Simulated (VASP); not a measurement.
# CdSe: molecular dynamics with a thermostat

CdSe, Fm-3m (no. 225), 8 atoms in the cell. PBE, molecular dynamics; PAW potentials Cd, Se (PBE set).

Ensemble: Nose-Hoover; Target temperature (K): 1000.

## Input

INCAR:
```
SYSTEM = CdSe
  GGA = PE
  PREC = Normal
  ENCUT = 280
  EDIFF = 1E-6
  NELMIN = 4
  NELM = 60
  ALGO = Normal
  LREAL = Auto
  LASPH = .True.
  ISMEAR = 0
  SIGMA = 0.05
  ISYM = 0
  LWAVE = .False.
  LCHARG = .False.
  IBRION = 0
  NSW = 60
  POTIM = 3.0
  TEBEG = 1000
  ISIF = 2
  RANDOM_SEED = 669927 0 0
  MDALGO = 2
  SMASS = 0
  KPAR = 2
```

KPOINTS:
```
k-points
0
Monkhorst-Pack
  2 2 2
```

POSCAR:
```
CdSe
1.0
    5.7479160000      0.0000000000      0.0000000000
    0.0000000000      5.7479160000      0.0000000000
    0.0000000000      0.0000000000      5.7479160000
Cd Se
4 4
Direct
    0.0000000000      0.0000000000      0.0000000000
    0.0000000000      0.5000000000      0.5000000000
    0.5000000000      0.0000000000      0.5000000000
    0.5000000000      0.5000000000      0.0000000000
    0.5000000000      0.0000000000      0.0000000000
    0.5000000000      0.5000000000      0.5000000000
    0.0000000000      0.0000000000      0.5000000000
    0.0000000000      0.5000000000      0.0000000000
```

Commands:
```
cat potpaw_PBE.64/Cd/POTCAR potpaw_PBE.64/Se/POTCAR > POTCAR
mpirun -np 2 vasp_std > vasp.out
```

## Result

- Mean temperature (K): 926
- Standard error of the mean temperature (K): 137
- Relative fluctuation of the kinetic energy: 0.372
- Canonical value of that fluctuation: 0.309
- Rise of the mean potential energy above the start (meV/atom): 105.3
- Electronic steps per ionic step after the first: 4.0

Course of the run:

| Time (fs) | Temperature (K) | Potential energy less the first (meV/atom) |
|---|---|---|
| 3 | 1000 | 0.0 |
| 18 | 945 | 6.6 |
| 30 | 846 | 20.4 |
| 45 | 721 | 45.3 |
| 57 | 687 | 66.2 |
| 72 | 834 | 86.3 |
| 84 | 1166 | 95.6 |
| 99 | 1648 | 106.1 |
| 111 | 1607 | 123.7 |
| 126 | 1042 | 156.0 |
| 138 | 667 | 177.8 |
| 153 | 498 | 191.2 |
| 165 | 544 | 194.6 |
| 180 | 747 | 202.5 |

REPORT:
```
MDALGO =   2
               SCALING =       0
                 CNEXP =     9.000   14.000
           RANDOM_SEED =            669927                0                0

   original number of atomic DOF:         21
   number of independent constraints:      0
   number of active DOF:                  21

========================================
         MD step No.       1
========================================

  Atomic velocities initialized by STEP_tb

  >Energies
                    E_tot             E_pot             E_kin               EPS                ES
   e_b>   -0.19448948E+02   -0.20353773E+02    0.90482553E+00    0.00000000E+00    0.00000000E+00

  >Temperature
               T_sim     T_inst
   tmprt>   1000.000   1000.000

  >Thermostat:
           s(n+1) sdot(n+1)      s(n)   sdot(n)        Qs
   s_b>   0.00000   0.00000   0.00000   0.00000   0.38554

           RANDOM_SEED =            669927               48                0

[... steps left out ...]

========================================
         MD step No.      60
========================================

  >Energies
                    E_tot             E_pot             E_kin               EPS                ES
   e_b>   -0.19447954E+02   -0.18733922E+02    0.67602582E+00    0.20523901E+00   -0.15952970E+01

  >Temperature
               T_sim     T_inst
   tmprt>   1000.000    747.134

  >Thermostat:
           s(n+1) sdot(n+1)      s(n)   sdot(n)        Qs
   s_b>  -0.93583  -0.05566  -0.88155  -0.05290   0.38554

           RANDOM_SEED =            669927               48                0
```

OSZICAR:
```
N       E                     dE             d eps       ncg     rms          rms(c)
DAV:   1     0.354428890369E+03    0.35443E+03   -0.25272E+04   344   0.946E+02
DAV:   2    -0.350888367354E+01   -0.35794E+03   -0.35143E+03   404   0.285E+02
DAV:   3    -0.220689857054E+02   -0.18560E+02   -0.18492E+02   376   0.632E+01
DAV:   4    -0.222561390642E+02   -0.18715E+00   -0.18688E+00   368   0.571E+00
DAV:   5    -0.222584035612E+02   -0.22645E-02   -0.22632E-02   400   0.542E-01    0.108E+01
DAV:   6    -0.204773896160E+02    0.17810E+01   -0.37392E+00   356   0.130E+01    0.921E+00
DAV:   7    -0.203609660883E+02    0.11642E+00   -0.12869E+00   368   0.441E+00    0.428E+00
DAV:   8    -0.203563959761E+02    0.45701E-02   -0.11394E-01   362   0.249E+00    0.484E-01
DAV:   9    -0.203536993717E+02    0.26966E-02   -0.21423E-02   368   0.115E+00    0.118E-01
DAV:  10    -0.203537147858E+02   -0.15414E-04   -0.15953E-03   365   0.293E-01    0.963E-02
DAV:  11    -0.203538139712E+02   -0.99185E-04   -0.37109E-04   368   0.915E-02    0.446E-02
DAV:  12    -0.203537726442E+02    0.41327E-04   -0.19564E-04   365   0.735E-02    0.575E-03
[... left out ...]
     58 T=   648. E= -.19448221E+02 F= -.18768410E+02 E0= -.18768410E+02  EK= 0.58604E+00 SP= -.14E+01 SK= 0.15E+00
     59 T=   694. E= -.19448129E+02 F= -.18752888E+02 E0= -.18752888E+02  EK= 0.62813E+00 SP= -.15E+01 SK= 0.18E+00
[... last step whole ...]
       N       E                     dE             d eps       ncg     rms          rms(c)
DAV:   1    -0.187338771637E+02    0.19011E-01   -0.14483E-02   473   0.113E+00    0.192E-02
DAV:   2    -0.187339222985E+02   -0.45135E-04   -0.45580E-04   344   0.119E-01    0.152E-02
DAV:   3    -0.187339218845E+02    0.41404E-06   -0.26053E-06   256   0.163E-02    0.957E-03
DAV:   4    -0.187339216688E+02    0.21562E-06   -0.44755E-07   187   0.531E-03
     60 T=   747. E= -.19447954E+02 F= -.18733922E+02 E0= -.18733922E+02  EK= 0.67603E+00 SP= -.16E+01 SK= 0.21E+00
```

Limits: 180 fs of 8 atoms are too short for converged averages.

VASP 6.6.1 took 236 s on 2 cores (Intel Xeon Platinum 8259CL @ 2.50GHz (Skylake/Cascade Lake)), a shared host.
